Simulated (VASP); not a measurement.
# SiO2 (Stishovite): relaxation of cell and atoms with PBE

Crystal: SiO2 (Stishovite).

```
Si O
1.0
     4.23144    0.00000    0.00000
     0.00000    4.23144    0.00000
     0.00000    0.00000    2.69338
Si O
2 4
Direct
  0.00000 0.00000 0.00000
  0.50000 0.50000 0.50000
  0.30674 0.30674 0.00000
  0.19326 0.80674 0.50000
  0.69326 0.69326 0.00000
  0.80674 0.19326 0.50000
```

```json
{
  "Program": "VASP 6.6.1",
  "Task": "relaxation of cell and atoms",
  "Functional": "PBE",
  "Potentials or basis": "VASP PAW PBE potentials, release 64 (Si, O)",
  "Cutoff": "600 eV",
  "k mesh": "8 × 8 × 10",
  "Occupations": "gaussian, width 0.03 eV",
  "Spin": "no spin polarisation",
  "Further INCAR settings": "ALGO = Normal; EDIFF = 1e-07; IBRION = 2; EDIFFG = -0.005; NSW = 90; ISIF = 3"
}
```

The relaxed volume is 8.03 Å³/atom. The relaxed cell is a = 4.231 Å, b = 4.231 Å, c = 2.693 Å, α = 90.00°, β = 90.00°, γ = 90.00° and the space group after relaxing (to 0.05 Å) is P4_2/mnm (No. 136). The energy gained by relaxing is 0.0 meV/atom, the ionic steps are 3 and the pressure after relaxing is 0.0 GPa. The band gap on the k mesh is 5.04 eV, direct.

Final structure:
```cif
data_structure
_symmetry_space_group_name_H-M 'P 1'
_symmetry_Int_Tables_number 1
_cell_length_a 4.2308
_cell_length_b 4.2308
_cell_length_c 2.6927
_cell_angle_alpha 90.000
_cell_angle_beta 90.000
_cell_angle_gamma 90.000
_cell_volume 48.20
loop_
_atom_site_label
_atom_site_type_symbol
_atom_site_fract_x
_atom_site_fract_y
_atom_site_fract_z
_atom_site_occupancy
Si1 Si 0.00000 0.00000 0.00000 1
Si2 Si 0.50000 0.50000 0.50000 1
O1 O 0.30676 0.30676 0.00000 1
O2 O 0.19324 0.80676 0.50000 1
O3 O 0.69324 0.69324 0.00000 1
O4 O 0.80676 0.19324 0.50000 1
```

Levels at points of the mesh, in eV from the valence-band top:
```tsv
k point	band 14	band 15	band 16	band 17	band 18	band 19
(0.00, 0.00, 0.00)	-0.85	-0.85	0.00	5.04	6.59	8.27
(0.50, 0.00, 0.00)	-2.62	-1.04	-1.04	7.30	7.30	8.87
(0.50, 0.50, 0.00)	-2.55	-2.17	-2.17	7.02	7.02	9.77
(0.00, 0.00, 0.50)	-2.89	-2.57	-2.57	8.65	8.65	12.25
(0.50, 0.00, 0.50)	-2.21	-1.67	-1.67	8.44	8.44	9.46
(0.50, 0.50, 0.50)	-1.72	-1.47	-1.47	6.81	6.81	10.72
```

Run time: 91 s on 2 MPI ranks on Intel(R) Xeon(R) Platinum 8488C (Sapphire Rapids), with other jobs on the host, peak memory 0.22 GiB a rank.

A k mesh can miss the band edges. PBE gaps usually lie below the measured ones, often by a third to a half.
